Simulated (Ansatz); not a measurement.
Response to strain in KZnF3

Take KZnF3 in the cubic perovskite structure (space group Pm-3m, No. 221) as the base.

```yaml
crystal:
  lattice:
    - [4.05228, 0.00000, 0.00000]
    - [0.00000, 4.05228, 0.00000]
    - [0.00000, 0.00000, 4.05228]
  atoms:
    - { symbol: K, position: [0.00000, 0.00000, 0.00000] }
    - { symbol: Zn, position: [0.50000, 0.50000, 0.50000] }
    - { symbol: F, position: [0.50000, 0.00000, 0.50000] }
    - { symbol: F, position: [0.00000, 0.50000, 0.50000] }
    - { symbol: F, position: [0.50000, 0.50000, 0.00000] }
```

Cartesian axes are those of the cell as printed.

Strains are applied to the cell and any free atomic positions relax.

Method: Ansatz (a program for electronic structure), PBEsol, PAW, cutoff 420 eV, no SOC.

```tsv
variant	band gap	volume per atom	smallest direct gap
base	3.71 eV	13.31 Å³	5.52 eV
uniaxial strain ε_zz = +0.60 %	3.68 eV	13.39 Å³	5.47 eV
uniaxial strain ε_zz = +1.20 %	3.64 eV	13.47 Å³	5.42 eV
uniaxial strain ε_zz = +1.80 %	3.61 eV	13.55 Å³	5.37 eV
uniaxial strain ε_zz = +3.00 %	[?]	13.71 Å³	[?]
```

Some entries are withheld; estimate them.


- uniaxial strain ε_zz = +3.00 %, band gap: 3.56 eV
- uniaxial strain ε_zz = +3.00 %, smallest direct gap: 5.26 eV

Gaps are Kohn–Sham eigenvalue differences; semilocal functionals usually give less than the measured gap. Whether these cells are dynamically stable was not tested. Many cubic perovskites are stable only at high temperature; tilts and polar distortions were not tested.
